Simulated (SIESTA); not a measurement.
Crystal: Sn.

```xyz
2
Lattice="-2.9401 2.9401 1.5993 2.9401 -2.9401 1.5993 2.9401 2.9401 -1.5993" Properties=species:S:1:pos:R:3 pbc="T T T"
Sn    0.0000    0.0000    0.0000
Sn    0.0000    2.9401    0.7997
```

* Program: SIESTA 5.4.2
* Task: single point
* Functional: PBEsol
* Potentials or basis: PseudoDojo 0.4 standard (PBEsol files)
* Basis: DZP (energy shift 0.003 Ry; two zetas on semicore shells)
* Grid cutoff: 500 Ry
* Energy shift: 0.003 Ry
* k mesh: 9 × 9 × 9
* Occupations: fermi-dirac, width 0.05 eV
* Spin: no spin polarisation

On this cell: pressure -0.6 GPa; largest force under 0.003 eV/Å; band gap on the k mesh none (metal or under the smearing width).

The same run follows on a disturbed copy (atoms moved at random, drawn with an rms of 0.05 Å):

```
Sn
1.0
    -2.94014    2.94014    1.59930
     2.94014   -2.94014    1.59930
     2.94014    2.94014   -1.59930
Sn
2
Direct
  0.00707 0.99527 0.98770
  0.74919 0.24451 0.49911
```

Problem. What does the disturbed cell give?

Solution. The energy (extrapolated to zero smearing) moves by +2.8 meV/atom; pressure -0.5 GPa; largest force 0.195 eV/Å; band gap on the k mesh none (metal or under the smearing width).

Forces in eV/Å, atoms in the order of the input:
```
Sn   0.188  0.051 -0.007
Sn  -0.188 -0.051  0.007
```

Stress tensor (GPa, compression positive):
```
-0.58 -0.03  0.30
-0.03 -0.28 -0.08
 0.30 -0.08 -0.66
```

Caveats: the basis of atomic orbitals isn't converged, which shifts pressures, moduli and gaps.
